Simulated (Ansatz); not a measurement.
Theory: Ansatz 0.2.0, DFT PBE, scalar-relativistic, plane waves, PAW. All cells share a 420 eV cutoff and Γ-centred k meshes spaced at most about 0.3 Å⁻¹ (about 0.25 or finer for metals, 2π included). Spin is collinear in cells that carry moments; the others ran without spin or lost their moments.

Each guess is relaxed in cell and atoms at zero pressure, on a coarse mesh first where it starts far from rest and then on a converged one. The steps can't lower the symmetry of the start, but it can rise. Energies are static (0 K, no zero-point motion).

Two unrelaxed guesses for Si6N:

A.

Space group R-3:H (No. 148). a = 5.062 Å, b = 5.062 Å, c = 13.808 Å, α = 90.00°, β = 90.00°, γ = 120.00°
| atom | site | symmetry | x | y | z |
| --- | --- | --- | --- | --- | --- |
| Si | 18f | 1 | 0.6974 | 0.9959 | 0.0778 |
| N | 3a | -3. | 0.0000 | 0.0000 | 0.0000 |

B.

Space group Pm-3m (No. 221). a = 4.682 Å, b = 4.682 Å, c = 4.682 Å, α = 90.00°, β = 90.00°, γ = 90.00°
```csv
atom,site,symmetry,x,y,z
Si,6e,4m.m,0.0000,0.0000,0.2930
N,1b,m-3m,0.5000,0.5000,0.5000
```

Question: Where do they end, and which end is lower?

Answer: A ends lower, by 0.96 eV/atom. A: R-3 at 14.6 Å³/atom → R-3 at 12.9 Å³/atom; B: Pm-3m at 14.7 Å³/atom → Pm-3m at 32.2 Å³/atom. Counting Si atoms around N (those within 1.25 times the shortest such distance or 1.15 times the sum of covalent radii, 1.27 where that leaves under three; the shortest distance is added where it exceeds 1.18 times the sum of covalent radii), the end of A has N 6 from 2.2 Å and the end of B has N 24 from 4.5 Å. The end of A and the end of B both hold Si–Si bonds in all directions. End of A. Conventional cell: a = 5.013 Å, c = 12.417 Å. Si has 1 N at 2.16 Å and 3 Si at 2.50–2.57 Å; around N lie 6 Si at 2.16 Å. End of B. Conventional cell: a = 6.086 Å. Around Si lie 5 Si at 2.46–2.60 Å, 1 Si at 3.48 Å and 4 N at 4.50 Å; N has 24 Si at 4.50 Å (long against the sum of covalent radii).

Ends held by symmetry can be saddle points. Even the lowest of the cells shown lies +0.51 eV/atom against the elements. Another magnetic order may lie lower. Some candidate types were left out of the draw beforehand, so a known form may be missing.
